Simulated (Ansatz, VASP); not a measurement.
**GaP in VASP and in Ansatz**

Contents of INCAR:

```
SYSTEM = GaP
  ALGO = Normal
  EDIFF = 1E-7
  EDIFFG = -0.01
  ENCUT = 600
  GGA = PE
  IBRION = 2
  ISIF = 3
  ISMEAR = 0
  LASPH = .TRUE.
  LCHARG = .FALSE.
  LREAL = .FALSE.
  LWAVE = .FALSE.
  NELM = 100
  NSW = 80
  PREC = Accurate
  SIGMA = 0.02
```

File KPOINTS:

```
k-points
0
G
  8 8 8
  0 0 0
```

File POSCAR:

```
GaP
1.0
    0.0000000000      2.7511640282      2.7511640282
    2.7511640282      0.0000000000      2.7511640282
    2.7511640282      2.7511640282      0.0000000000
Ga P
1 1
Direct
    0.0000000000      0.0000000000      0.0000000000
    0.2500000000      0.2500000000      0.2500000000
```

Input for Ansatz:

```yaml
crystal:
  lattice:
    - [0.0, 2.7511640282, 2.7511640282]
    - [2.7511640282, 0.0, 2.7511640282]
    - [2.7511640282, 2.7511640282, 0.0]
  atoms:
    - { symbol: Ga, position: [0.0, 0.0, 0.0] }
    - { symbol: P, position: [0.25, 0.25, 0.25] }
basis:
  ecutwfc: 420
kpoints:
  mp_grid: { grid: [8, 8, 8] }
hamiltonian:
  xc: pbe
scf:
  occupations: { method: gaussian, width: 0.02 }
output:
  forces: true
  stress: true
  eigenvalues: true
relax:
  adjacent_minimum: "off"
  f_tol: 0.01
  max_steps: 60
  cell: { stress_tol: 0.1 }
```

Alike in both runs: task relaxation of cell and atoms; functional PBE; k mesh 8 × 8 × 8; occupations gaussian, width 0.02 eV; no spin polarisation.

```csv
,VASP,Ansatz
version,VASP 6.6.1,Ansatz 0.2.0
potentials or method,"VASP PAW PBE potentials, release 64 (Ga_d, P)","scalar-relativistic, plane waves, PAW"
plane-wave cutoff (eV),600,420
valence electrons in the cell,18,18
```

|  | VASP | Ansatz | Ansatz less VASP |
| --- | --- | --- | --- |
| gap on the k mesh at the Fermi level, each at its own relaxed structure (eV) | 1.57 | 1.58 | +0.012 |
| relaxed volume (Å³/atom) | 20.88 | 20.85 | -0.023 |
| relaxed cell length with the largest relative difference (Å) | 3.894 | 3.893 | -0.0014 |

A k mesh can miss the band edges.
